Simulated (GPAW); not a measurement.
Something may be wrong with this GPAW 26.7.0 calculation of CdSe.

File run.py:

```python
import numpy as np
from ase.io import read
from ase.units import Bohr, Ha
from gpaw import GPAW, PW
from gpaw.hybrids.energy import non_self_consistent_energy
from gpaw.xc.fxc import FXCCorrelation

atoms = read('POSCAR')

for x in [1.0]:
    ecuts = np.array([96.0, 120.0, 150])
    a = atoms.copy()
    a.set_cell(atoms.cell * x**(1 / 3), scale_atoms=True)
    calc = GPAW(mode=PW(450),
                xc='PBE',
                kpts={'size': (3, 3, 3), 'gamma': True},
                occupations={'name': 'fermi-dirac', 'width': 0.001},
                nbands=18,
                convergence={'density': 1e-06},
                maxiter=80,
                txt=f'gs-{x:.2f}.txt')
    a.calc = calc
    dft = a.get_potential_energy(force_consistent=True)
    calc.write(f'gs-{x:.2f}.gpw')
    exx = non_self_consistent_energy(calc, 'EXX').sum()
    calc.diagonalize_full_hamiltonian(nbands=int(a.get_volume() / Bohr**3 * (ecuts[-1] / Ha)**1.5 * 2**0.5 / 3 / np.pi**2) + 30)
    calc.write(f'full-{x:.2f}.gpw')
    ec = FXCCorrelation(f'full-{x:.2f}.gpw', xc='rALDA', tag=f'{x:.2f}', nlambda=8, avg_scheme='wavevector',
                        ecut=ecuts, nfrequencies=16, skip_gamma=False, txt=f'rpa-{x:.2f}.txt').calculate()
    slope, ec_inf = np.polyfit(ecuts**-1.5, ec, 1)
    print(f'V = {a.get_volume():.4f} A^3: DFT {dft:.5f}, EXX {exx:.5f}, correlation', *ec.round(5), f'extrapolated {ec_inf:.5f}, total {exx + ec_inf:.5f} eV', flush=True)
```

File POSCAR:

```
CdSe
1.0
    0.0000000000      3.0702711986      3.0702711986
    3.0702711986      0.0000000000      3.0702711986
    3.0702711986      3.0702711986      0.0000000000
Cd Se
1 1
Direct
    0.0000000000      0.0000000000      0.0000000000
    0.2500000000      0.2500000000      0.2500000000
```

Potentials or basis: GPAW PAW data sets (gpaw-data 1.2.1), pw.

Command:

```sh
$ OMP_NUM_THREADS=1 python run.py
```

Output:

```text
__  _  _
 | _ |_)|_||  |
 |__||  | ||/\| - 26.7.0

Input parameters:
  mode=PW(ecut=450.00000000000006),
  convergence={'density': 1e-06},
  kpts=MonkhorstPack(size=(3, 3, 3), gamma=True),
  maxiter=80,
  nbands=18,
  occupations=Occupations(name='fermi-dirac', width=0.001),
  xc=XC(name='PBE')

Diagonalizing LCAO Hamiltonian
Converting LCAO to pw mode

            Se

       Cd

Atoms  # Å, Bohr magnetons
|   | symbol |        x |        y |        z |    initial magnetic moments |
|---|--------|----------|----------|----------|-----------------------------|
| 0 |     Cd | 0.000000 | 0.000000 | 0.000000 | ( 0.0000,  0.0000,  0.0000) |
| 1 |     Se | 1.535136 | 1.535136 | 1.535136 | ( 0.0000,  0.0000,  0.0000) |

Unit cell  # Å
| periodic |        x |        y |        z |  lengths |    angles |
[... 155 lines left out ...]
|iter:   1| |   -5.866684 | -0.73 |       |
|iter:   2| |   -5.776721 | -2.60 | -1.14 |
|iter:   3| |   -5.452453 | -1.59 | -1.18 |
|iter:   4| |   -5.452019 | -3.45 | -1.78 |
|iter:   5| |   -5.451898c| -3.91 | -2.22 |
|iter:   6| |   -5.451929c| -5.35 | -3.01 |
|iter:   7| |   -5.451934c| -6.63 | -3.51 |
|iter:   8| |   -5.451934c| -7.95c| -4.56 |
|iter:   9| |   -5.451934c| -8.19c| -5.01 |
|iter:  10| |   -5.451934c| -9.02c| -5.97 |
|iter:  11| |   -5.451934c| -9.46c| -6.39c|

Converged in 11 steps
Energy contributions relative to reference atoms: (reference = -218276.650467)

Energy contributions:
  Kinetic:          19.733781
  Coulomb:         -17.593778
  Zero:              0.054692
  External:          0.000000
  Xc:               -7.646629
  Entropy:          -0.000000
  Spinorbit:         0.000000
  ----------------------------
  Free energy:      -5.451934
  Extrapolated:     -5.451934

dipole moment: (-23.336220, -23.336220, -23.336220)  # |e|*Ang

Fermi level: 3.444
Eigenvalues  # (at kpt = [0.000, 0.000, 0.000])
| band index |      eig [eV] | occ [0-2] |
|------------|---------------|-----------|
|          0 |        -8.995 |     2.000 |
|          1 |        -4.467 |     2.000 |
|          2 |        -4.467 |     2.000 |
|          3 |        -4.467 |     2.000 |
|          4 |        -4.126 |     2.000 |
|          5 |        -4.126 |     2.000 |
[... 10 lines left out ...]
|         16 |        15.382 |     0.000 |
|         17 |        15.382 |     0.000 |

Gap: 0.497 eV
Transition (v -> c):
  (s=0, k=0, n=8, [0.00, 0.00, 0.00]) -> (s=0, k=0, n=9, [0.00, 0.00, 0.00])
No difference between direct/indirect transitions
```

On the terminal:

```text
IBZ(<points: 4, symmetries: 24>)
Occupied bands: 9
DFT energy: -5.451933776022517 eV
minus DFT-XC energy: 7.6466287532732435 eV
Core-core contribution:          -6147.798
Valence-core contribution:        -166.726
Valence-valence contribution:     -183.143
```

Question: How did it end, and where is the flaw?

Answer: The calculation hadn't finished when its time ran out. The input holds a flaw that was put in on purpose: ground state written without wave functions.
